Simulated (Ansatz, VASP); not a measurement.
**One calculation of AlFe, two programs**

INCAR

```
PREC     = Accurate       # precision mode
ENCUT    = 520            # plane-wave cutoff, eV
EDIFF    = 1E-7           # SCF threshold, eV
ISMEAR   = -1             # smearing method
SIGMA    = 0.05           # smearing width, eV
LREAL    = False          # projectors in reciprocal space
LASPH    = True           # aspherical terms in the spheres
NELM     = 120            # most SCF steps
ALGO     = Normal         # electronic algorithm
ISIF     = 2              # what is computed and relaxed
LWAVE    = False          # write WAVECAR
LCHARG   = True           # write CHGCAR
ISPIN    = 2              # spin polarisation
MAGMOM   = 3 0            # initial moments
LORBIT   = 11             # projections on sites
LMAXMIX  = 4              # l up to which the mixer works
GGA      = PE             # functional
LELF     = True           # ELF
LVHAR    = True         
NBANDS   = 16             # bands
```

File KPOINTS:

```
Automatic mesh
0
Gamma
  9 9 9
```

File POSCAR:

```
AlFe
1.0
    2.9100000000      0.0000000000      0.0000000000
    0.0000000000      2.9100000000      0.0000000000
    0.0000000000      0.0000000000      2.9100000000
Fe Al
1 1
Direct
    0.5155890000      0.5065740000      0.4759670000
    0.0170700000      0.0156410000     -0.0109370000
```

The input input.yaml:

```yaml
crystal:
  lattice:
    - [2.91, 0.0, 0.0]
    - [0.0, 2.91, 0.0]
    - [0.0, 0.0, 2.91]
  atoms:
    - { symbol: Fe, position: [0.515589, 0.506574, 0.475967], spin: 3.0 }
    - { symbol: Al, position: [0.01707, 0.015641, -0.010937] }
hamiltonian:
  xc: pbe
  pseudopotentials: { kind: paw }
magnetization:
  spin_polarized: true
kpoints:
  mp_grid: { grid: [9, 9, 9] }
scf:
  occupations: { method: fermi_dirac, width: 0.05 }
output:
  forces: true
  stress: true
  eigenvalues: true
```

Change from the starting cell: atoms moved at random, drawn with an rms of 0.05 Å.

Alike in both runs: task single point; functional PBE; k mesh 9 × 9 × 9; occupations fermi-dirac, width 0.05 eV; collinear spin, ferromagnetic start.

```csv
,VASP,Ansatz
version,VASP 6.6.1,Ansatz 0.2.0
potentials or method,"VASP PAW PBE potentials, release 64 (Fe, Al)",Ansatz PAW
plane-wave cutoff (eV),520,420
valence electrons in the cell,11,19
```

```csv
,VASP,Ansatz,Ansatz less VASP
gap on the k mesh at the Fermi level (eV),none,none,-
pressure (GPa),-6.0,-6.0,+0.04
largest component of the traceless stress (GPa),0.14,0.14,-0.002
rms of the force components (eV/Å),0.189,0.189,-0.0004
net moment per atom (μB),0.33,0.33,+0.003
```

Atom by atom the forces differ by 0.000 eV/Å (rms over components). A gap of «none» marks a metal or a gap that the smearing closes. The two sets of potentials don't hold the same shells in valence.
